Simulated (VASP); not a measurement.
# Bi: convergence with the k-mesh and SCF threshold, part 2 of 3

A convergence test on Bi: the k-mesh and SCF threshold. The atoms are off their equilibrium sites, so that forces can be compared too. The series runs use PBE. The atoms of the start are displaced at random from the sites of a Pm-3m cell.

VASP 6.6.1; PBE; plane waves and PAW (Bi_d).

So far. Step 6 (K-mesh: 6 6 4): Against the run before the energy moves by +31.73 meV an atom and the pressure by +0.13 GPa, after 11 cycles in 24 s.

The starting crystal is not the ambient structure of Bi; it is a model or a phase of other conditions.

## Step 7: K-mesh: 7 7 5

Input file INCAR:

```
SYSTEM = Bi
PREC = Accurate
ENCUT = 400
EDIFF = 1E-06
NELM = 100
ISMEAR = -1
SIGMA = 0.05
LREAL = .FALSE.
ALGO = Normal
GGA = PE
NBANDS = 37
LORBIT = 11
LWAVE = .FALSE.
LCHARG = .FALSE.
KPAR = 4
ISIF = 2
```

Input file POSCAR:

```
Bi
1.0
    4.6584121839      0.0000000000      0.0000000000
    0.0000000000      4.5263885800      0.0000000000
   -0.3459734563      0.0000000000      6.5119480672
Bi
4
Direct
    0.7512360000      0.7456270000      0.7560590000
    0.2498840000      0.2523180000      0.2466170000
    0.7600420000      0.7425590000      0.2534830000
    0.2440990000      0.2354930000      0.7500530000
```

Input file KPOINTS:

```
Automatic mesh
0
Gamma
7 7 5
0 0 0
```

The projector-augmented-wave data sets are Bi_d (PBE family, release 64).

Command:

```bash
$ mpirun -np 4 vasp_std
```

The log of the run:

```text
[... set-up lines as in an earlier step ...]
 entering main loop
       N       E                     dE             d eps       ncg     rms          rms(c)
DAV:   1     0.663189730930E+03    0.66319E+03   -0.27779E+04  9110   0.168E+03
DAV:   2     0.556244446255E+02   -0.60757E+03   -0.59818E+03  9172   0.491E+02
DAV:   3    -0.123135275001E+02   -0.67938E+02   -0.66801E+02 10766   0.189E+02
DAV:   4    -0.152289833902E+02   -0.29155E+01   -0.29026E+01 10141   0.426E+01
[...]
DAV:   9    -0.153837062882E+02    0.95761E-04   -0.38244E-04 11144   0.228E-01    0.102E-02
DAV:  10    -0.153837036977E+02    0.25906E-05   -0.35341E-05 11194   0.680E-02    0.491E-03
DAV:  11    -0.153837031157E+02    0.58199E-06   -0.38591E-06  8254   0.279E-02
   1 F= -.15383703E+02 E0= -.15376003E+02  d E =-.153997E-01
```

It took 38 s on 4 MPI ranks of Intel Xeon 6975P-C (Granite Rapids), shared host; peak memory 1.6 GiB; 2.5 min of CPU time.

From OUTCAR (step 7):

```text
  Total        0.8222120      1.3276043      0.5922291     -0.0048708     -0.0106726      0.2464988
  in kB        9.5938672     15.4909676      6.9103435     -0.0568341     -0.1245323      2.8762377
  external PRESSURE =      10.6650594 kB  Pullay stress =       0.0000000 kB

 POSITION                                       TOTAL-FORCE (eV/Angst)
 -----------------------------------------------------------------------------------
      3.23799      3.37500      4.92342        -0.098258      0.109451     -0.018880
      1.07874      1.14209      1.60596         0.063323      0.120791      0.012467
      3.45289      3.36111      1.65067        -0.052024     -0.110193      0.037069
      0.87762      1.06593      4.88431         0.086959     -0.120050     -0.030656
 -----------------------------------------------------------------------------------
    total drift:                               -0.000224      0.000145     -0.000818

  FREE ENERGIE OF THE ION-ELECTRON SYSTEM (eV)
  ---------------------------------------------------
  free  energy   TOTEN  =       -15.3837031157 eV

  energy  without entropy=      -15.3683034403  energy(sigma->0) =      -15.37600328

[... 1 part as in an earlier step ...]

[... 2 further parts left out ...]
[key lines of the parts left out:]
E-fermi :   6.5259
```

Against the run before the energy moves by -12.93 meV an atom and the pressure by -0.06 GPa, after 11 cycles in 38 s.

## Step 8: K-mesh: 9 9 7

INCAR is that of step 7.

POSCAR is that of step 7.

Input file KPOINTS:

```
Automatic mesh
0
Gamma
9 9 7
0 0 0
```

Command:

```bash
$ mpirun -np 4 vasp_std
```

The log of the run:

```text
[... set-up lines as in an earlier step ...]
 entering main loop
       N       E                     dE             d eps       ncg     rms          rms(c)
DAV:   1     0.663965200257E+03    0.66397E+03   -0.27777E+04 21029   0.168E+03
DAV:   2     0.563835030204E+02   -0.60758E+03   -0.59782E+03 21101   0.493E+02
DAV:   3    -0.122471452708E+02   -0.68631E+02   -0.67411E+02 24798   0.190E+02
DAV:   4    -0.152212380627E+02   -0.29741E+01   -0.29600E+01 23567   0.429E+01
[...]
DAV:   9    -0.153779060042E+02    0.11552E-03   -0.45210E-04 25711   0.236E-01    0.100E-02
DAV:  10    -0.153779039336E+02    0.20706E-05   -0.30738E-05 27903   0.540E-02    0.334E-03
DAV:  11    -0.153779039853E+02   -0.51666E-07   -0.28485E-06 19171   0.241E-02
   1 F= -.15377904E+02 E0= -.15370449E+02  d E =-.149095E-01
```

The job ended after 87 s (4 MPI ranks; peak memory 2.8 GiB).

OUTCAR, selected parts (step 8):

```text
  Total        0.6902739      1.2313618      0.8900440     -0.0166026     -0.0118474      0.3267212
  in kB        8.0543655     14.3679755     10.3853557     -0.1937257     -0.1382399      3.8123014
  external PRESSURE =      10.9358989 kB  Pullay stress =       0.0000000 kB

 POSITION                                       TOTAL-FORCE (eV/Angst)
 -----------------------------------------------------------------------------------
      3.23799      3.37500      4.92342        -0.078599      0.099989     -0.032932
      1.07874      1.14209      1.60596         0.043057      0.102316      0.025591
      3.45289      3.36111      1.65067        -0.039705     -0.099828      0.036132
      0.87762      1.06593      4.88431         0.075248     -0.102477     -0.028791
 -----------------------------------------------------------------------------------
    total drift:                               -0.000212      0.000155     -0.000818

  FREE ENERGIE OF THE ION-ELECTRON SYSTEM (eV)
  ---------------------------------------------------
  free  energy   TOTEN  =       -15.3779039853 eV

  energy  without entropy=      -15.3629944694  energy(sigma->0) =      -15.37044923

[... 1 part as in an earlier step ...]

[... 2 further parts left out ...]
[key lines of the parts left out:]
E-fermi :   6.5718
```

Against the run before the energy moves by +1.39 meV an atom and the pressure by +0.03 GPa, after 11 cycles in 87 s.

## Step 9: The k-mesh series as a table

This step: convergence of PBE results with the mesh; plane waves and PAW (VASP 6.6.1).

This step runs nothing: it gathers the runs above.

Differences are taken from the run with 9 9 7. Results of the series, by row:

```tsv
setting	status	energy less the reference (meV/atom)	pressure (GPa)	largest force difference (meV/Å)	gap (eV)	SCF cycles	wall time (s)
2 2 1	converged	-544.7	-1.785	310.2	1.385	12	2
2 2 2	converged	734.4	4.359	936	0	13	3.4
3 3 2	converged	81.94	1.544	172.8	0.3842	12	3.8
4 4 3	converged	-20.19	0.9936	17.78	0	11	9.2
6 6 4	converged	11.54	1.122	45.25	0	11	24
7 7 5	converged	-1.389	1.067	20.27	0	11	38
9 9 7	converged	0	1.094	0	0	11	87
```

## Step 10: SCF threshold: EDIFF = 0.01

This step: PBE; plane waves and PAW (Bi_d) (VASP 6.6.1).

EDIFF stops the electronic loop; forces need it tighter than energies do.

Changes to INCAR since step 8:

```diff
@@ -3,3 +3,3 @@
 ENCUT = 400
-EDIFF = 1E-06
+EDIFF = 0.01
 NELM = 100
```

POSCAR is that of step 8.

Input file KPOINTS:

```
Automatic mesh
0
Gamma
6 6 4
0 0 0
```

Command:

```bash
$ mpirun -np 4 vasp_std
```

The log of the run:

```text
[... set-up lines as in an earlier step ...]
 entering main loop
       N       E                     dE             d eps       ncg     rms          rms(c)
[... 5 cycles as in an earlier step ...]
DAV:   6    -0.153315794402E+02   -0.13237E-02   -0.46362E-02  5859   0.171E+00
   1 F= -.15331579E+02 E0= -.15319974E+02  d E =-.232119E-01
```

It took 14 s on 4 MPI ranks; peak memory 1.2 GiB; 54 s of CPU time.

OUTCAR, selected parts (step 10):

```text
   NELECT =      60.0000    total number of electrons

 E-fermi :   6.6026

 k-point     1 :       0.0000    0.0000    0.0000
  band No.  band energies     occupation
    ...
     26       3.3601      2.00000
     27       3.6542      2.00000
     28       4.8810      2.00000
     29       5.3848      2.00000
     30       5.4927      2.00000
     31       9.2853      0.00000
     32       9.6402      0.00000
     33       9.7235      0.00000
     34       9.9241      0.00000
     35      11.5246      0.00000
    ...

  Total       -0.2760572      0.5178593      1.0012341     -0.0040578     -0.0116010      0.3635294
  in kB       -3.2211351      6.0425703     11.6827620     -0.0473484     -0.1353642      4.2417931
  external PRESSURE =       4.8347324 kB  Pullay stress =       0.0000000 kB

 POSITION                                       TOTAL-FORCE (eV/Angst)
 -----------------------------------------------------------------------------------
      3.23799      3.37500      4.92342        -0.047864      0.128292     -0.005631
      1.07874      1.14209      1.60596        -0.000429      0.128807     -0.007617
      3.45289      3.36111      1.65067         0.010456     -0.126209      0.002219
      0.87762      1.06593      4.88431         0.037837     -0.130889      0.011029
 -----------------------------------------------------------------------------------
    total drift:                               -0.000127      0.000059      0.000305

  FREE ENERGIE OF THE ION-ELECTRON SYSTEM (eV)
  ---------------------------------------------------
  free  energy   TOTEN  =       -15.3315794402 eV

  energy  without entropy=      -15.3083675744  energy(sigma->0) =      -15.31997351

[... 7 parts as in an earlier step ...]

[... 10 further parts left out ...]
```

The k-mesh is coarse for a metal.

Numbers from this step:

```
SCF cycles              : 6
irreducible k-points    : 76
free energy (TOTEN)     : -15.33 eV
energy at zero smearing : -15.32 eV
Fermi energy            : 6.603 eV
pressure                : 0.4835 GPa
```

The series starts at -3.8300 eV an atom and 0.48 GPa, after 6 cycles in 14 s.

## Step 11: SCF threshold: EDIFF = 0.001

Changes to INCAR since step 10:

```diff
@@ -3,3 +3,3 @@
 ENCUT = 400
-EDIFF = 0.01
+EDIFF = 0.001
 NELM = 100
```

POSCAR is that of step 10.

KPOINTS is that of step 10.

Command:

```bash
$ mpirun -np 4 vasp_std
```

The log of the run:

```text
[... set-up lines as in an earlier step ...]
 entering main loop
       N       E                     dE             d eps       ncg     rms          rms(c)
[... 7 cycles as in an earlier step ...]
DAV:   8    -0.153360259161E+02   -0.22805E-03   -0.48884E-03  6189   0.744E-01
   1 F= -.15336026E+02 E0= -.15324413E+02  d E =-.232255E-01
```

The job ended after 19 s (4 MPI ranks; peak memory 1.2 GiB; 72 s of CPU time).

OUTCAR, selected parts (step 11):

```text
  Total       -0.3089530      0.3013371      0.9920847     -0.0198859     -0.0088334      0.2160481
  in kB       -3.6049756      3.5161105     11.5760033     -0.2320362     -0.1030709      2.5209272
  external PRESSURE =       3.8290461 kB  Pullay stress =       0.0000000 kB

 POSITION                                       TOTAL-FORCE (eV/Angst)
 -----------------------------------------------------------------------------------
      3.23799      3.37500      4.92342        -0.052560      0.121021     -0.010150
      1.07874      1.14209      1.60596         0.006958      0.120179     -0.002879
      3.45289      3.36111      1.65067         0.004523     -0.118386      0.006378
      0.87762      1.06593      4.88431         0.041080     -0.122814      0.006651
 -----------------------------------------------------------------------------------
    total drift:                               -0.000138      0.000193     -0.000816

  FREE ENERGIE OF THE ION-ELECTRON SYSTEM (eV)
  ---------------------------------------------------
  free  energy   TOTEN  =       -15.3360259161 eV

  energy  without entropy=      -15.3128004063  energy(sigma->0) =      -15.32441316

[... 2 parts as in an earlier step ...]

[... 1 further part left out ...]
[key lines of the parts left out:]
E-fermi :   6.6084
```

Against the run before the energy moves by -1.11 meV an atom and the pressure by -0.10 GPa, after 8 cycles in 19 s.

## Step 12: SCF threshold: EDIFF = 1E-04

Changes to INCAR since step 11:

```diff
@@ -3,3 +3,3 @@
 ENCUT = 400
-EDIFF = 0.001
+EDIFF = 1E-04
 NELM = 100
```

POSCAR is that of step 11.

KPOINTS is that of step 11.

Command:

```bash
$ mpirun -np 4 vasp_std
```

The log of the run:

```text
[... set-up lines as in an earlier step ...]
 entering main loop
       N       E                     dE             d eps       ncg     rms          rms(c)
[... 8 cycles as in an earlier step ...]
DAV:   9    -0.153359018186E+02    0.12490E-03   -0.46083E-04  5786   0.240E-01    0.103E-02
DAV:  10    -0.153359007445E+02    0.10741E-05   -0.50728E-05  3677   0.611E-02
   1 F= -.15335901E+02 E0= -.15324286E+02  d E =-.232285E-01
```

Elapsed: 22 s, on 4 MPI ranks; peak memory 1.2 GiB.

OUTCAR, selected parts (step 12):

```text
  Total        0.3563861      0.9682742      1.6647724     -0.0204853     -0.0087662      0.2171048
  in kB        4.1584418     11.2981739     19.4251681     -0.2390304     -0.1022869      2.5332571
  external PRESSURE =      11.6272613 kB  Pullay stress =       0.0000000 kB

 POSITION                                       TOTAL-FORCE (eV/Angst)
 -----------------------------------------------------------------------------------
      3.23799      3.37500      4.92342        -0.051722      0.120882     -0.009091
      1.07874      1.14209      1.60596         0.006118      0.120336     -0.003987
      3.45289      3.36111      1.65067         0.005478     -0.118295      0.006003
      0.87762      1.06593      4.88431         0.040126     -0.122922      0.007075
 -----------------------------------------------------------------------------------
    total drift:                               -0.000224      0.000151     -0.000814

  FREE ENERGIE OF THE ION-ELECTRON SYSTEM (eV)
  ---------------------------------------------------
  free  energy   TOTEN  =       -15.3359007445 eV

  energy  without entropy=      -15.3126722289  energy(sigma->0) =      -15.32428649

[... 2 parts as in an earlier step ...]

[... 1 further part left out ...]
[key lines of the parts left out:]
E-fermi :   6.6058
```

Against the run before the energy moves by +0.03 meV an atom and the pressure by +0.78 GPa, after 10 cycles in 22 s.

## Step 13: SCF threshold: EDIFF = 1E-05

Changes to INCAR since step 12:

```diff
@@ -3,3 +3,3 @@
 ENCUT = 400
-EDIFF = 1E-04
+EDIFF = 1E-05
 NELM = 100
```

POSCAR is that of step 12.

KPOINTS is that of step 12.

Command:

```bash
$ mpirun -np 4 vasp_std
```

The log of the run:

```text
[... set-up lines as in an earlier step ...]
 entering main loop
       N       E                     dE             d eps       ncg     rms          rms(c)
[... 9 cycles as in an earlier step ...]
DAV:  10    -0.153359008842E+02    0.25792E-05   -0.26466E-05  4572   0.504E-02
   1 F= -.15335901E+02 E0= -.15324287E+02  d E =-.232282E-01
```

Elapsed: 22 s, on 4 MPI ranks; peak memory 1.2 GiB.

(Part 2 of 3 ends here.)

[Lines on the potential files, build, host, timing and source positions are cut from VASP's logs without a mark.]

[Logs are printed without paths, hosts, clocks, repeated set-up lines and the standing remarks that a program may print on its own settings, such as how far it seeks lower states.]

[Hosts, paths, dates, database ids (printed as entryN), source tags and the programs' standing remarks are cut or masked in the printed files.]

[A measured line is paired with the nearest computed mode of its activity, which favours agreement.]

[In band tables of VASP the shares of atoms and orbitals are scaled to a sum of 1 inside the atoms' spheres.]
